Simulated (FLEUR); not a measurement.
PbSe (Clausthalite) under changes of volume

One of the cells (28.671 Å³/atom); the others are scaled copies at fixed shape and fractional positions:

```
Pb Se
1.0
     0.00000    3.06065    3.06065
     3.06065    0.00000    3.06065
     3.06065    3.06065    0.00000
Pb Se
1 1
Direct
  0.00000 0.00000 0.00000
  0.50000 0.50000 0.50000
```

| Quantity | Value |
| --- | --- |
| Program | FLEUR MaX-R8.1 (later development tree) |
| Functional | AM05 |
| Potentials or basis | all-electron |
| Basis | FLAPW |
| Kmax | 4.1 1/bohr |
| k mesh | 8 × 8 × 8 |
| Occupations | fermi-dirac, width 0.05 eV |
| Spin | no spin polarisation |

```csv
volume (Å³/atom),energy over the lowest point (meV/atom),gap on the mesh (eV)
26.951,19.39,0.04
27.524,?,?
28.671,0.00,0.26
29.818,6.07,0.39
30.391,13.73,0.44
```

**Question.** What does the run at 27.524 Å³/atom give?

**Answer.** Energy over the lowest point 8.39 meV/atom; gap on the mesh 0.12 eV.

Worked out: A Birch-Murnaghan fit of order 2 (a polynomial in V^(-2/3)) to the other rows has its minimum at 28.73 Å³/atom with B0 = V·E''(V) = 51 GPa. It gives 8.61 meV/atom at 27.524 Å³/atom, against the run's 8.39.

Energies are extrapolated to zero smearing.

Caveats: spin-orbit coupling is left out, which as a rule narrows the gap of such compounds by several tenths of an eV.

A mesh can miss the band edges.
